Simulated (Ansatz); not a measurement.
Starting cell, CaF$_{2}$ (fluorite):

```
CaF2
1.0
    0.00000     5.51096     5.51096
    2.75548     2.75548     5.51096
    2.75548     2.75548     0.00000
Ca F
2 4
Direct
  0.00000   0.00000   0.00000
  0.50000   0.00000   0.00000
  0.00000   0.25000   0.25000
  0.50000   0.25000   0.25000
  0.00000   0.75000   0.75000
  0.50000   0.75000   0.75000
```

The atoms are displaced by Q × the pattern below (from a DFPT mode at X = (0.5, 0.5, 0.0), largest move 1; Q in Å), at fixed cell. It is one choice among 2 degenerate patterns. (q is in reciprocal vectors of the primitive cell; the cell shown is doubled to hold the pattern.)

| atom | x | y | z |
|---|---|---|---|
| Ca1 | 0.146 | 0.000 | 0.000 |
| Ca2 | -0.146 | 0.000 | 0.000 |
| F3 | 0.000 | -1.000 | 0.000 |
| F4 | 0.000 | 1.000 | 0.000 |
| F5 | 0.000 | -1.000 | 0.000 |
| F6 | 0.000 | 1.000 | 0.000 |

The numbers are results of PBE (plane waves to 420 eV, PAW, scalar-relativistic; Ansatz, an electronic-structure program), not measurements. k mesh 10×10×10 (Γ-centred), Fermi-Dirac smearing 0.05 eV. CaF2 was relaxed with its symmetry unable to fall. 

```json
[
 {"Q (Å)": "-0.180", "−dE/dQ from forces (eV/Å)": "5.847"},
 {"Q (Å)": "-0.150", "−dE/dQ from forces (eV/Å)": "4.671"},
 {"Q (Å)": "-0.120", "−dE/dQ from forces (eV/Å)": "3.612"},
 {"Q (Å)": "-0.090", "−dE/dQ from forces (eV/Å)": "2.639"},
 {"Q (Å)": "-0.060", "−dE/dQ from forces (eV/Å)": "1.727"},
 {"Q (Å)": "-0.030", "−dE/dQ from forces (eV/Å)": "0.854"},
 {"Q (Å)": "0.000", "−dE/dQ from forces (eV/Å)": "0.000"},
 {"Q (Å)": "0.030", "−dE/dQ from forces (eV/Å)": "-0.854"},
 {"Q (Å)": "0.060", "−dE/dQ from forces (eV/Å)": "-1.727"},
 {"Q (Å)": "0.090", "−dE/dQ from forces (eV/Å)": "-2.639"},
 {"Q (Å)": "0.120", "−dE/dQ from forces (eV/Å)": "-3.612"},
 {"Q (Å)": "0.150", "−dE/dQ from forces (eV/Å)": "-4.671"},
 {"Q (Å)": "0.180", "−dE/dQ from forces (eV/Å)": "-5.847"}
]
```

Problem. What harmonic wavenumber does the curvature at Q = 0 give?

Solution. 315 cm⁻¹. E″ = 28.35 eV/Å², M = Σ mᵢ|uᵢ|² = 77.7 u, ν̃ = 521.5·√(|E″|/M).

(A displaced cell: forces are minus the slopes of the energy, force constants its curvatures, and phonons follow from these.)
